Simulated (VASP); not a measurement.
Set up this calculation in VASP 6.6.1, as the native input.

- Task: relaxation of shape and atoms at fixed volume
- Functional: PBE
- Potentials or basis: VASP PAW PBE potentials, release 64 (Al, N_h)
- Cutoff: 900 eV
- k mesh: 12 × 12 × 6
- Occupations: gaussian, width 0.02 eV
- Spin: no spin polarisation
- Further INCAR settings: ALGO = Fast; EDIFF = 1e-07; IBRION = 2; EDIFFG = -0.002; NSW = 80; ISIF = 4

The structure of AlN lies in POSCAR:

```
AlN                                     
1.0
    3.0638486617     -0.0000000000     -0.0000000000
   -1.5319243309      2.6533707724      0.0000000000
    0.0000000000      0.0000000000      4.9119353195
  Al              N             
     2     2
Direct
     0.3333333300000021    0.6666666699999979    0.9992341336011743
     0.6666666699999979    0.3333333300000021    0.4992341336011744
     0.3333333300000021    0.6666666699999979    0.3807658663988282
     0.6666666699999979    0.3333333300000021    0.8807658663988283
```

The cell isn't the ideal one: a relaxed cell with its volume scaled by 0.94.

These files were run (other wordings do the same):

INCAR

```
PREC = Accurate
ENCUT = 900
EDIFF = 1E-7
ISMEAR = 0
SIGMA = 0.02
LREAL = False
LASPH = True
NELM = 60
ALGO = Fast
ISIF = 4
LWAVE = False
LCHARG = False
GGA = PE
IBRION = 2
NSW = 80
EDIFFG = -0.002
```

KPOINTS

```
Automatic mesh
0
Gamma
  12 12 6
```

Potentials or basis: VASP PAW PBE potentials, release 64 (Al, N_h).

The run is started by

```sh
$ cat potpaw_PBE.64/Al/POTCAR potpaw_PBE.64/N_h/POTCAR > POTCAR
$ mpirun -np 1 vasp_std > vasp.out
```

Results of the run:

```json
{
  "Energy gained by relaxing": "0.1 meV/atom",
  "Ionic steps": "5",
  "Pressure after relaxing": "13.6 GPa",
  "Band gap on the k mesh": "4.58 eV, direct"
}
```

Caveat: the cutoff is under 1.25 times the usual one of these potentials, so pressure, stress and relaxed cells hold a basis-set (Pulay) error.

It took 98 s on 1 thread of Intel(R) Xeon(R) 6975P-C (Granite Rapids), with other jobs on the host, peak memory 0.25 GiB.
